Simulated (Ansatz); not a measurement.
# BN (P6_3mc): charge-density difference against the sublattices

Wanted for BN (P6_3mc): a charge-density difference against the sublattices.

The COD entry's cell or inner coordinates are ideal or old and differ from later refinements, so a difference from it is no clean test against experiment.

Computed with Ansatz 0.2.0 through its Python package. Level of theory: DFT LDA, plane waves, PAW.

### 1 The structure

It takes space group P6_3mc (No. 186, hexagonal). Conventional cell: a = 2.536 Å, b = 2.536 Å, c = 4.199 Å, α = 90.00°, β = 90.00°, γ = 120.00°. B (site symmetry 3m) is surrounded by 4 N at 1.56 to 1.57 Å. N (site symmetry 3m) has 4 B at 1.56 to 1.57 Å as nearest neighbours.

No structure file is read: the coordinates are typed or built in the script.

### 2 The code

run_drho.py reads:

```python
'''Density of BN less that of its sublattices.'''

from dataclasses import dataclass

import ansatz as az
import numpy as np


@dataclass
class Options:
    xc: str = 'lda'
    smearing: str = 'methfessel_paxton'
    smearing_width: float = 0.02
    cutoff_ev: int = 460
    kmesh: tuple[int, ...] = (8, 8, 4)


opts = Options()

VECTORS = np.array([
    [2.536, 0.0, 0.0],
    [-1.268, 2.19624, 0.0],
    [0.0, 0.0, 4.199],
])
SITES = [
    ('B', (2 / 3, 1 / 3, 0.0)),
    ('B', (1 / 3, 2 / 3, 0.5)),
    ('N', (2 / 3, 1 / 3, 0.375)),
    ('N', (1 / 3, 2 / 3, 0.875)),
]


def build(cell):
    crystal = az.Crystal(lattice=az.Lattice.of(cell))
    for symbol, position in SITES:
        crystal = crystal.atom(symbol, position)
    return crystal


def main() -> None:
    # same cell, cutoff and mesh for the crystal and its parts
    def solve(crystal):
        return (
            crystal.calculation()
            .functional(opts.xc)
            .occupations(opts.smearing, width=opts.smearing_width)
            .basis(opts.cutoff_ev, grid_basis='typed')
            .kpoints(*opts.kmesh)
            .density()
            .run(threads=1)
        )


    whole = solve(build(VECTORS))
    difference = whole.density().channels[0].density_e_per_ang3.copy()
    binding = whole.report['free_energy_ev']
    for element in ['B', 'N']:
        part = az.Crystal(lattice=az.Lattice.of(VECTORS))
        for symbol, position in SITES:
            if symbol == element:
                part = part.atom(symbol, position)
        alone = solve(part)
        difference -= alone.density().channels[0].density_e_per_ang3
        binding -= alone.report['free_energy_ev']
        print(f'{element} sublattice: {alone.report["n_electrons"]:g} electrons, {alone.report["n_iterations"]} iterations')

    voxel = abs(np.linalg.det(VECTORS)) / difference.size
    print(f'energy of the crystal less its unpolarised sublattices: {binding / len(SITES):.4f} eV/atom')
    print(f'net charge of the difference {difference.sum() * voxel:.5f} e, charge moved {0.5 * np.abs(difference).sum() * voxel:.3f} e')
    print(f'extremes {difference.min():.4f} and {difference.max():.4f} e/A^3')
    for (symbol, position) in SITES:
        index = tuple(int(round(p * n)) % n for p, n in zip(position, difference.shape))
        print(f'  change of the pseudo-density at the grid point nearest {symbol}: {difference[index]:+.4f} e/A^3')
    profile = difference.mean(axis=(0, 1))
    print('planar mean along the third vector:', np.round(profile[:: max(len(profile) // 12, 1)], 4))


if __name__ == '__main__':
    main()
```

### 3 What the engine is handed

The package turns the script's settings into the engine's input (first run):

```yaml
crystal:
  lattice:
    - [2.536, 0.0, 0.0]
    - [-1.268, 2.19624, 0.0]
    - [0.0, 0.0, 4.199]
  atoms:
    - { symbol: B, position: [0.6666666666666666, 0.3333333333333333, 0.0] }
    - { symbol: B, position: [0.3333333333333333, 0.6666666666666666, 0.5] }
    - { symbol: "N", position: [0.6666666666666666, 0.3333333333333333, 0.375] }
    - { symbol: "N", position: [0.3333333333333333, 0.6666666666666666, 0.875] }
basis:
  ecutwfc: 460.0
  fft_grid_basis: typed
kpoints:
  mp_grid:
    grid: [8, 8, 4]
hamiltonian:
  xc: lda
scf:
  occupations:
    method: methfessel_paxton
    width: 0.02
output:
  write_density: true
```

### 4 The run

Run with:

```sh
python run_drho.py
```

Without the output at hand: what should come out? Wanted: charge moved; crystal less its sublattices.

As calculated:

```
                    quantity            value
                charge moved          1.143 e
crystal less its sublattices  -5.5350 eV/atom
               runs compared                3
```

In words: All 3 runs converged, in 4 to 6 cycles. Caveats:
- Of the deposited cell: the entry's cell lengths or inner coordinates differ somewhat from later room-temperature determinations.
- The fields are valence quantities on the plane-wave grid; their values near the nuclei depend on the potentials.
- Charge moved counts every rearrangement, bonding and polarisation too, and is no transfer between atoms; the bare sublattices are artificial references.
